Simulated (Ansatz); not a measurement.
Planning a run of Ansatz 0.2.0 on WS2 (2H monolayer). The input:

```yaml
crystal:
  lattice:
    - [3.1593966215, 0.0, 0.0]
    - [-1.5796983107, 2.7361177348, 0.0]
    - [0.0, 0.0, 29.5]
  atoms:
    - { symbol: W, position: [0.3333333333, 0.6666666667, 0.5] }
    - { symbol: S, position: [0.6666666667, 0.3333333333, 0.5534272555] }
    - { symbol: S, position: [0.6666666667, 0.3333333333, 0.4465727445] }
  periodic: [true, true, false]
kpoints:
  mp_grid: { grid: [9, 9, 1] }
hamiltonian:
  xc: pbe
scf:
  occupations: { method: fixed }
  convergence: { dr2_threshold: 1.0e-10 }
gw:
  n_empty_bands: 339
  ecut_chi: 70.0
  qp_bands: [v2, c2]
  qp_kpoints: band_edges
  screening: { model: contour_deformation }
```

```sh
ansatz run input.yaml --threads 3 --pin off --max-ram 92160MiB --backend cuda --events-out ev --progress --plain --runs-dir out --devices 1 --max-vram 13GiB
```

**Question.** How long will it take on 1 × NVIDIA H100 80GB HBM3 (shared by 6 runs) with 3 threads of AMD EPYC 7R13 (Zen 3), shared host, and how much memory?

It took 31 s; on shared hardware allow 16 s to 62 s. Peak host memory was 1.7 GiB. The sizes that set the cost: 4935 plane waves a state, 12 irreducible k points, 352 bands summed, 329 plane waves in the screening and 9 SCF cycles.

The screening grows as filled bands × empty bands × pairs of k points, times the square of the screening basis for the matrix.

[Paths, hosts, dates, memory and timing lines, banners, echoed tables and standing remarks are left out of the program output.]

[Logs are printed without paths, hosts, clocks, repeated set-up lines and the standing remarks that a program may print on its own settings, such as how far it seeks lower states.]

[Runs of the session that timed out or met a known fault of the program may be left out.]

[Cells called generated may have been cut or substituted from an entry of the Crystallography Open Database or the Materials Project.]

[Hosts, paths, dates, database ids (printed as entryN), source tags and the programs' standing remarks are cut or masked in the printed files.]
